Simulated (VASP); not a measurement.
All values below come from PBEsol GGA, VASP's PBE PAW potentials (set 64) (plane waves; VASP 6.6.1).

The input files of a VASP run:

**POSCAR**
```
CsPbI3
1
    6.2697650877     0.0000000000     0.0000000000
    0.0000000000     6.2697650877     0.0000000000
    0.0000000000     0.0000000000     6.2697650877
Cs Pb I
1 1 3
Direct
  0.0000000000   0.0000000000   0.0000000000
  0.5000000000   0.5000000000   0.5000000000
  0.5000000000   0.0000000000   0.5000000000
  0.0000000000   0.5000000000   0.5000000000
  0.5000000000   0.5000000000   0.0000000000
```

INCAR:
```
# general
SYSTEM =CsPbI3
PREC   =Accurate
ENCUT  =520
LREAL  =.False.
LASPH  =.True.   # aspherical one-centre terms

# electronic loop
EDIFF  =1E-7   # SCF stop (eV)
NELM   =100
ALGO   =Normal
LMAXMIX=4   # l cut-off of mixed one-centre charges

# smearing
ISMEAR =0
SIGMA  =0.05

# functional
GGA    =PS   # PBEsol

# ions
ISIF   =2   # forces and stress, cell fixed

# output
LWAVE  =.False.
LCHARG =.False.
```

KPOINTS:
```
Automatic
0
Gamma
4 4 4
```

POTCAR, in this order: Cs_sv Pb_d I (PBE.64 set). Program: vasp_std.

What VASP printed:

OSZICAR:
```
       N       E                     dE             d eps       ncg     rms          rms(c)
DAV:   1     0.365660487315E+03    0.36566E+03   -0.18051E+04   520   0.144E+03
DAV:   2     0.252890122129E+02   -0.34037E+03   -0.33520E+03   652   0.310E+02
DAV:   3    -0.137280889893E+02   -0.39017E+02   -0.38777E+02   624   0.112E+02
DAV:   4    -0.152971743213E+02   -0.15691E+01   -0.15664E+01   758   0.305E+01
DAV:   5    -0.153304609145E+02   -0.33287E-01   -0.33277E-01   660   0.308E+00    0.352E+00
DAV:   6    -0.150360906664E+02    0.29437E+00   -0.52745E-01   744   0.503E+00    0.233E+00
DAV:   7    -0.149997264328E+02    0.36364E-01   -0.33753E-01   712   0.293E+00    0.959E-01
DAV:   8    -0.150038456729E+02   -0.41192E-02   -0.44789E-02   604   0.180E+00    0.236E-01
DAV:   9    -0.150038251118E+02    0.20561E-04   -0.67989E-03   680   0.730E-01    0.892E-02
DAV:  10    -0.150038195432E+02    0.55687E-05   -0.90107E-04   614   0.234E-01    0.388E-02
DAV:  11    -0.150038738349E+02   -0.54292E-04   -0.29219E-04   666   0.117E-01    0.374E-02
DAV:  12    -0.150038756049E+02   -0.17700E-05   -0.21853E-05   698   0.325E-02    0.255E-02
DAV:  13    -0.150038746285E+02    0.97635E-06   -0.24187E-06   620   0.120E-02    0.112E-02
DAV:  14    -0.150038741370E+02    0.49151E-06   -0.24983E-06   718   0.122E-02    0.200E-03
DAV:  15    -0.150038742255E+02   -0.88488E-07   -0.59915E-07   612   0.516E-03
   1 F= -.15003874E+02 E0= -.15003874E+02  d E =-.918212E-17
```

**OUTCAR**
```
------------------------ aborting loop because EDIFF is reached ----------------------------------------
  FORCE on cell =-STRESS in cart. coord.  units (eV):
  Direction    XX          YY          ZZ          XY          YZ          ZX
  --------------------------------------------------------------------------------------
  Total       -0.1196868     -0.1196868     -0.1196868      0.0000000     -0.0000000      0.0000000
  in kB       -0.7780423     -0.7780423     -0.7780423      0.0000000     -0.0000000      0.0000000
  external PRESSURE =      -0.7780423 kB  Pullay stress =       0.0000000 kB
  volume of cell :      246.46
      direct lattice vectors                 reciprocal lattice vectors
     6.269765088  0.000000000  0.000000000     0.159495609  0.000000000  0.000000000
     0.000000000  6.269765088  0.000000000     0.000000000  0.159495609  0.000000000
     0.000000000  0.000000000  6.269765088     0.000000000  0.000000000  0.159495609
 POSITION                                       TOTAL-FORCE (eV/Angst)
 -----------------------------------------------------------------------------------
      0.00000      0.00000      0.00000         0.000000      0.000000      0.000000
      3.13488      3.13488      3.13488         0.000000      0.000000      0.000000
      3.13488      0.00000      3.13488         0.000000      0.000000      0.000000
      0.00000      3.13488      3.13488         0.000000      0.000000      0.000000
      3.13488      3.13488      0.00000         0.000000      0.000000      0.000000
 -----------------------------------------------------------------------------------
    total drift:                                0.000000     -0.000000     -0.000000
  FREE ENERGIE OF THE ION-ELECTRON SYSTEM (eV)
  ---------------------------------------------------
  free  energy   TOTEN  =       -15.0038742255 eV

  energy  without entropy=      -15.0038742255  energy(sigma->0) =      -15.00387423
```
(Selected blocks of OUTCAR.)

File OUTCAR:
```
 val. band max:        1.8025522502   @ k =   0.5000   0.5000   0.5000

 cond. band min:       3.0200390067   @ k =   0.5000   0.5000   0.5000


 Fermi energy:         2.0831867671

 k-point     1 :       0.0000    0.0000    0.0000
  band No.  band energies     occupation
      1     -19.7060      2.00000
      2     -14.9446      2.00000
      3     -14.9446      2.00000
      4     -14.8708      2.00000
      5     -14.8708      2.00000
      6     -14.8708      2.00000
      7     -10.7267      2.00000
      8      -9.8671      2.00000
      9      -9.8671      2.00000
     10      -6.4715      2.00000
     11      -6.4715      2.00000
     12      -6.4715      2.00000
     13      -5.1964      2.00000
     14      -2.0315      2.00000
     15      -2.0315      2.00000
     16      -2.0315      2.00000
     17       0.2995      2.00000
     18       0.2995      2.00000
     19       0.2995      2.00000
     20       0.4409      2.00000
     21       0.4409      2.00000
     22       0.4409      2.00000
     23       4.6359      0.00000
     24       5.6696      0.00000
     25       5.6696      0.00000
     26       6.0882      0.00000

 k-point     2 :       0.2500    0.0000    0.0000
  band No.  band energies     occupation
      1     -19.7059      2.00000
      2     -14.9446      2.00000
      3     -14.9372      2.00000
      4     -14.8712      2.00000
      5     -14.8712      2.00000
      6     -14.8708      2.00000
      7     -10.6396      2.00000
      8      -9.9800      2.00000
      9      -9.8657      2.00000
     10      -6.4685      2.00000
     11      -6.4685      2.00000
     12      -6.4643      2.00000
     13      -5.5465      2.00000
     14      -1.9780      2.00000
     15      -1.9780      2.00000
     16      -1.1580      2.00000
     17       0.2037      2.00000
     18       0.2037      2.00000
     19       0.2191      2.00000
     20       0.3735      2.00000
     21       0.3735      2.00000
     22       0.3940      2.00000
...
```

Unless said otherwise, spin-orbit coupling is left out, though it shifts the bands of the heavy elements here.

The compound is CsPbI3 in the cubic perovskite structure, the ideal cubic form; the compound distorts at low or room temperature. This cell is one point of a volume scan, at 1.03 of the reference volume.
